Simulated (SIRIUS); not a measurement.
# WC (Qusongite) (P-6m2) in SIRIUS: single point with PBEsol

Aim: the single point of WC (Qusongite) with PBEsol.

Program: SIRIUS 7.10.0. These are calculated values, not measurements. Logs are shortened: lines on timing, memory, paths and dates and some standing lists are left out, and cuts for length are marked. The log counts tension as positive stress, the text compression.

## Step 1: The undisturbed crystal

The structure is hexagonal, space group P-6m2 (No. 187). The conventional cell has a = 2.907 Å, b = 2.907 Å, c = 2.837 Å, α = 90.00°, β = 90.00°, γ = 120.00°. W (site symmetry -6m2) has 6 C at 2.20 Å as nearest neighbours. C (site symmetry -6m2) is surrounded by 6 W at 2.20 Å.

## Step 2: Single point, PBEsol (atoms moved at random, drawn with an rms of 0.05 Å)

File sirius.json:

```json
{
  "control": {
    "processing_unit": "cpu",
    "verbosity": 2,
    "num_bands_to_print": 16,
    "print_forces": true,
    "print_stress": true
  },
  "parameters": {
    "electronic_structure_method": "pseudopotential",
    "xc_functionals": ["XC_GGA_X_PBE_SOL", "XC_GGA_C_PBE_SOL"],
    "gk_cutoff": 9.1,
    "pw_cutoff": 18.2,
    "ngridk": [10, 10, 9],
    "shiftk": [0, 0, 0],
    "smearing": "fermi_dirac",
    "smearing_width": 0.0018374661,
    "num_bands": 16,
    "num_mag_dims": 0,
    "num_dft_iter": 100,
    "energy_tol": 1e-08,
    "density_tol": 1e-06
  },
  "iterative_solver": {
    "type": "davidson",
    "min_tolerance": 1e-09,
    "tolerance_scale": [0.1, 0.25]
  },
  "mixer": {
    "type": "anderson",
    "beta": 0.7,
    "max_history": 8
  },
  "settings": {
    "tol_ne": 1e-10,
    "pseudo_grid_cutoff": 6.5
  },
  "unit_cell": {
    "lattice_vectors": [
      [1.0, 0.0, 0.0],
      [-0.5, 0.866025403785, 0.0],
      [0.0, 0.0, 0.975950455875]
    ],
    "lattice_vectors_scale": 5.4924889812,
    "atom_coordinate_units": "lattice",
    "atom_types": ["W", "C"],
    "atom_files": {
      "W": "W.json",
      "C": "C.json"
    },
    "atoms": {
      "W": [
        [0.005945, 0.006678, 0.019474]
      ],
      "C": [
        [0.682089, 0.324848, 0.51994]
      ]
    }
  }
}
```

Potentials or basis: PseudoDojo 0.4.1 PBEsol standard (scalar relativistic).

Launch:

```bash
upf_to_json W.upf
upf_to_json C.upf
OMP_NUM_THREADS=1 sirius.scf --input=sirius.json --output=out.json --task=0
```

What it wrote:

```text
[info] SIRIUS version : 7.10.0
[info] number of MPI ranks           : 1
[info] MPI grid                      : 1 1
[info] maximum number of OMP threads : 1
[fft] FFT context for density and potential
[fft] =====================================
[fft]   comm size                             : 1
[fft]   plane wave cutoff                     : 18.2
[fft]   grid size                             : 36 36 36   total : 46656
[fft]   grid limits                           : -17 18   -17 18   -17 18
[fft]   number of G-vectors within the cutoff : 7132
[fft]   local number of G-vectors             : 7132
[fft]   number of G-shells                    : 767
[fft] FFT context for coarse grid
[fft] =====================================
[fft]   comm size                             : 1
[fft]   plane wave cutoff                     : 18.2
[fft]   grid size                             : 36 36 36   total : 46656
[fft]   grid limits                           : -17 18   -17 18   -17 18
[fft]   number of G-vectors within the cutoff : 7132
[fft]   local number of G-vectors             : 7132
[fft]   number of G-shells                    : 767
[unit cell] lattice vectors
[unit cell]   a1 :       5.4924889812      0.0000000000      0.0000000000
[unit cell]   a2 :      -2.7462444906      4.7566349877      0.0000000000
[unit cell]   a3 :       0.0000000000      0.0000000000      5.3603971251
[unit cell] reciprocal lattice vectors
[unit cell]   b1 :       1.1439595653      0.6604653629     -0.0000000000
[unit cell]   b2 :       0.0000000000      1.3209307259      0.0000000000
[unit cell]   b3 :       0.0000000000     -0.0000000000      1.1721492196
[unit cell] unit cell volume :       140.04447698 [a.u.^3]
[unit cell] 1/sqrt(omega)    :         0.08450200
[unit cell] MT volume        :         0.00000000 ( 0.00%)
[unit cell] IT volume        :       140.04447698 (100.00%)
[unit cell] number of atom types : 2
[unit cell] type id : 0 symbol :  W mt_radius :  13.950000 num_atoms : 1
[unit cell] type id : 1 symbol :  C mt_radius :  12.470000 num_atoms : 1
[unit cell] total number of atoms : 2
[unit cell] number of symmetry classes : 2
[unit cell] number of PAW atoms : 0
[unit cell] atom id  type id  class id             position                      vector_field
[unit cell] ------------------------------------------------------------------------------------------
[unit cell]      0        0        0      0.00594   0.00668   0.01947      0.00000   0.00000   0.00000
[unit cell]      1        1        1      0.68209   0.32485   0.51994      0.00000   0.00000   0.00000
[unit cell] atom id         position (Cartesian, a.u.)
[unit cell] ---------------------------------------------
[unit cell]      0       0.014313    0.031765    0.104388
[unit cell]      1       2.854254    1.545183    2.787085
[unit cell] class id : 0 atom id : 0
[unit cell] class id : 1 atom id : 1
[unit cell] minimum bond length:     4.061592
[unit cell] total number of pseudo wave-functions: 14
[sym] space group number   : 1
[sym] international symbol : P1
[sym] Hall symbol          : P 1
[sym] space group transformation matrix :
[sym]   0.0000  0.0000  1.0000
[sym]   1.0000  0.0000  0.0000
[sym]   0.0000  1.0000  0.0000
[sym] space group origin shift :
[sym]   0.0000  0.0000  0.0000
[sym] number of space group operations  : 1
[sym] number of magnetic group operations : 1
[sym] metric tensor error: 0.0000e+00
[sym] rotation matrix error: 5.2449e-17
[sym] symmetry operations
[... list of symmetry operations ...]
[atom type] label          : W
[atom type] --------------------------------------------------------------------------------
[atom type] symbol         : W
[atom type] name           :
[atom type] zn             : 14
[atom type] mass           : 0
[atom type] mt_radius      : 13.95
[atom type] num_mt_points  : 1396
[atom type] grid_origin    : 0
[atom type] grid_name      : external
[atom type] number of core electrons    : 0
[atom type] number of valence electrons : 14
[... 193 lines left out ...]
[diagonalize] average number of iterations: 3.13274
[find] Total energy                   :     -81.85286939 (Ha),    -163.70573879 (Ry)
[find] Free energy (E-TS)             :     -81.85293690 (Ha),    -163.70587381 (Ry)
[find] band gap (eV)                  :       0.00000000
[find] Efermi                         :       0.75028711
[find] iteration : 3, RMS : 8.896823922577e-04, energy difference : -3.765217568201e-04
[find] Hartree energy of density residual : 2.554300742852e-05
[find] | SCF iteration   4 out of 100|
[diagonalize] iterative solver tolerance (occupied, empty): 3.42534e-05 3.42534e-05
[... 47 lines left out ...]
[find] Free energy (E-TS)             :     -81.85305025 (Ha),    -163.70610050 (Ry)
[find] band gap (eV)                  :       0.00000000
[find] Efermi                         :       0.75017946
[find] iteration : 9, RMS : 2.117335180744e-06, energy difference : -3.800877834692e-09
[find] Hartree energy of density residual : 4.515330833449e-10
[find] | SCF iteration  10 out of 100|
[diagonalize] iterative solver tolerance (occupied, empty): 8.36265e-09 8.36265e-09
[diagonalize] average number of iterations: 3.09292
[find] Total energy                   :     -81.85298181 (Ha),    -163.70596363 (Ry)
[find] Free energy (E-TS)             :     -81.85305025 (Ha),    -163.70610051 (Ry)
[find] band gap (eV)                  :       0.00000000
[find] Efermi                         :       0.75017880
[find] iteration : 10, RMS : 4.668479691237e-07, energy difference : -1.288231032959e-08
[find] Hartree energy of density residual : 2.431900400613e-12
[find] bands are converged : true
[find] iterative solver converged : false
[find] +------------------------------+
[find] | SCF iteration  11 out of 100|
[find] +------------------------------+
[diagonalize] iterative solver tolerance (occupied, empty): 2.09066e-09 2.09066e-09
[diagonalize] average number of iterations: 2.80973
[diagonalize] Lowest band energies
[diagonalize] ik:    0   -1.968199   -0.644889   -0.640767   -0.640679    0.218910    0.589537    0.624146    0.631166    0.752270    0.866284    0.870416    0.938310    0.968405    0.990839    1.273152    1.347780
[diagonalize] ik:    1   -1.967995   -0.644502   -0.643765   -0.641383    0.228455    0.591243    0.614368    0.638555    0.727220    0.863247    0.897666    0.929871    0.954269    1.016365    1.254408    1.375968
[diagonalize] ik:    2   -1.967460   -0.651497   -0.643483   -0.643161    0.254683    0.565457    0.620968    0.662951    0.685146    0.854650    0.899780    0.935218    0.943773    1.072627    1.245723    1.419360
[diagonalize] ik:    3   -1.966796   -0.660745   -0.645336   -0.642216    0.290772    0.529859    0.631117    0.649442    0.695788    0.844591    0.882481    0.922374    0.977636    1.109982    1.278789    1.382905
[diagonalize] ik:    4   -1.966257   -0.667997   -0.647076   -0.641185    0.325284    0.503472    0.623320    0.626470    0.724111    0.836873    0.904577    0.918352    0.992883    1.112762    1.258024    1.374448
[diagonalize] ...
[diagonalize] ik:  447   -1.964633   -0.665361   -0.665212   -0.646436    0.341024    0.514186    0.552366    0.637434    0.741916    0.920218    0.933395    0.985588    1.089449    1.122759    1.228912    1.266784
[diagonalize] ik:  448   -1.964634   -0.665361   -0.665192   -0.646436    0.342167    0.513722    0.549831    0.639060    0.739459    0.922351    0.935596    0.982288    1.091152    1.126662    1.228830    1.260053
[diagonalize] ik:  449   -1.964999   -0.666438   -0.660788   -0.644981    0.345832    0.514024    0.562615    0.645419    0.700622    0.877176    0.924933    0.960872    1.075928    1.177779    1.257464    1.304893
[diagonalize] ik:  450   -1.965588   -0.668194   -0.653514   -0.642597    0.350679    0.498706    0.590776    0.653542    0.684497    0.815433    0.912507    0.930034    1.038744    1.194226    1.282394    1.341128
[diagonalize] ik:  451   -1.966175   -0.669927   -0.646052   -0.640199    0.354435    0.471529    0.626408    0.665632    0.697041    0.766678    0.900944    0.905571    0.994053    1.155821    1.255168    1.369360
[find] Charges and magnetic moments
[find] --------------------------------------------------------------------------------
[find] total charge          : 18.000000
[find] Energy
[find] --------------------------------------------------------------------------------
[find] valence_eval_sum               :      -2.27234205
[find] <rho|V^{XC}>                   :     -13.78581622
[find] <rho|E^{XC}>                   :     -18.62295813
[find] <mag|B^{XC}>                   :       0.00000000
[find] <rho|V^{H}>                    :      17.48266903
[find] one-electron contribution      :      -5.96919486 (Ha),     -11.93838972 (Ry)
[find] hartree contribution           :       8.74133451
[find] xc contribution                :     -18.62295813
[find] ewald contribution             :     -66.00215685
[find] PAW contribution               :       0.00000000
[find] smearing (-TS)                 :      -0.00006844
[find] SCF correction                 :      -0.00000650
[find] Total energy                   :     -81.85298182 (Ha),    -163.70596363 (Ry)
[find] Free energy (E-TS)             :     -81.85305025 (Ha),    -163.70610051 (Ry)
[find] band gap (eV)                  :       0.00000000
[find] Efermi                         :       0.75017974
[find] iteration : 11, RMS : 1.945062988541e-07, energy difference : -2.612893013065e-09
[find] Hartree energy of density residual : 2.927412437439e-12
[find] bands are converged : true
[find] iterative solver converged : true
[find] converged after 12 SCF iterations!
[find] Charges and magnetic moments
[find] --------------------------------------------------------------------------------
[find] total charge          : 18.000000
[find] Energy
[find] --------------------------------------------------------------------------------
[find] valence_eval_sum               :      -2.27234205
[find] <rho|V^{XC}>                   :     -13.78581622
[find] <rho|E^{XC}>                   :     -18.62295813
[find] <mag|B^{XC}>                   :       0.00000000
[find] <rho|V^{H}>                    :      17.48266903
[find] one-electron contribution      :      -5.96919486 (Ha),     -11.93838972 (Ry)
[find] hartree contribution           :       8.74133451
[find] xc contribution                :     -18.62295813
[find] ewald contribution             :     -66.00215685
[find] PAW contribution               :       0.00000000
[find] smearing (-TS)                 :      -0.00006844
[find] SCF correction                 :      -0.00000650
[find] Total energy                   :     -81.85298182 (Ha),    -163.70596363 (Ry)
[find] Free energy (E-TS)             :     -81.85305025 (Ha),    -163.70610051 (Ry)
[find] band gap (eV)                  :       0.00000000
[find] Efermi                         :       0.75017974
[ground_state] === stress tensor components [kbar] ===
[ground_state] === stress_kin ===
[ground_state] -34268.320617   13.339216   -0.187147
[ground_state]    13.339216-34248.921263    0.130796
[ground_state]    -0.187147    0.130796-33944.019468
[ground_state] === stress_har ===
[ground_state] -6042.591965  315.710851   -0.281983
[ground_state]   315.710851-5549.316969    0.204527
[ground_state]    -0.281983    0.204527-6772.178842
[ground_state] === stress_ewald ===
[ground_state] 46708.730037  848.144788   -1.380161
[ground_state]   848.14478848032.669835    0.998610
[ground_state]    -1.380161    0.99861043918.137719
[ground_state] === stress_vloc ===
[ground_state] 17313.660036-1165.891058    1.549647
[ground_state] -1165.89105815494.902028   -1.117403
[ground_state]     1.549647   -1.11740320566.467325
[ground_state] === stress_xc ===
[ground_state] -10046.626415    0.846740   -0.002382
[ground_state]     0.846740-10045.325540    0.001716
[ground_state]    -0.002382    0.001716-10047.922933
[ground_state] === stress_core ===
[ground_state] 19162.594691   -1.769061    0.003856
[ground_state]    -1.76906119159.901465   -0.002457
[ground_state]     0.003856   -0.00245719162.325000
[ground_state] === stress_nonloc ===
[ground_state] -32820.198866   10.201092    0.004800
[ground_state]    10.201092-32805.495339   -0.004818
[ground_state]     0.004800   -0.004818-32854.619061
[ground_state] === stress_us_nl ===
[ground_state] -32820.198866   10.201092    0.004800
[ground_state]    10.201092-32805.495339   -0.004818
[ground_state]     0.004800   -0.004818-32854.619061
[ground_state] === stress_total ===
[ground_state]     7.246901   20.582569   -0.293368
[ground_state]    20.582569   38.414218    0.210972
[ground_state]    -0.293368    0.210972   28.189740
[ground_state] ==== total Forces in Ha/bohr =====
[ground_state] atom:    0, force:       0.0160086     -0.0119624      0.0003673
[ground_state] atom:    1, force:      -0.0160073      0.0119616     -0.0003674
[ground_state] ==== ultrasoft contribution from Qij =====
[ground_state] atom:    0, force:       0.0000000      0.0000000      0.0000000
[ground_state] atom:    1, force:       0.0000000      0.0000000      0.0000000
[ground_state] ==== non-local contribution from Beta-projector =====
[ground_state] atom:    0, force:      -0.0022173      0.0016436     -0.0004021
[ground_state] atom:    1, force:      -0.0244877      0.0187845     -0.0004728
[ground_state] ==== contribution from local potential =====
[ground_state] atom:    0, force:      -0.1108932      0.0802868     -0.0056168
[ground_state] atom:    1, force:       0.1349814     -0.0987605      0.0063800
[ground_state] ==== contribution from core density =====
[ground_state] atom:    0, force:       0.0011003     -0.0008141      0.0000699
[ground_state] atom:    1, force:       0.0015176     -0.0011410      0.0000419
[ground_state] ==== Ewald forces from ions =====
[ground_state] atom:    0, force:       0.1280185     -0.0930785      0.0063165
[ground_state] atom:    1, force:      -0.1280185      0.0930785     -0.0063165
[~DFT_ground_state] local op. applied: 210186
[~DFT_ground_state] evp. work count: 53836.6
[~DFT_ground_state] number of iterative solver steps: 17982
```

Run time: 4.6 min. Hardware: 1 thread of Arm Neoverse V2, shared host; peak memory 1.7 GiB.

What came out:

```
Free energy            : -2227.3350 eV
Pressure               : -2.5 GPa
Largest force          : 1.028 eV/Å
Band gap on the k mesh : none (metal or under the smearing width)
```

Forces in eV/Å, atoms in the order of the input:
```
W    0.823 -0.615  0.019
C   -0.823  0.615 -0.019
```

Stress tensor (GPa, compression positive):
```
-0.72 -2.06  0.03
-2.06 -3.84 -0.02
 0.03 -0.02 -2.82
```

The run has no spin-orbit coupling, so splittings on W are missing.
